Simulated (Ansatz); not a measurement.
# Compressing Cu

Theory: Ansatz 0.2.0, DFT r2SCAN, scalar-relativistic, plane waves, PAW. Settings: 500 eV cutoff, 20×20×20 k-mesh, Gaussian smearing of 0.10 eV, no spin polarisation.

Reference structure (relaxed):

```
Cu
1.0
     0.00000    1.78833    1.78833
     1.78833    0.00000    1.78833
     1.78833    1.78833    0.00000
Cu
1
Cartesian
  0.0000 0.0000 0.0000
```

Cell and atoms are relaxed at each pressure within the symmetry of the start, at zero temperature, so transitions that lower the symmetry aren't seen. The k-mesh given is that at zero pressure and may differ at others. a, b and c are the lengths of the cell vectors above.

```csv
P (GPa),V (Å³/atom),V/V0,a (Å),b (Å),c (Å)
-2,11.58,1.013,2.540,2.540,2.540
0,11.44,1.000,2.529,2.529,2.529
2,11.30,0.988,2.519,2.519,2.519
5,11.11,0.972,2.505,2.505,2.505
10,10.84,0.948,2.484,2.484,2.484
20,10.39,0.908,2.449,2.449,2.449
40,9.72,0.850,2.396,2.396,2.396
```

Q: What bulk modulus and pressure derivative fit these points?

A: A third-order Birch–Murnaghan fit gives B0 = 163 GPa and B0' = 5.0.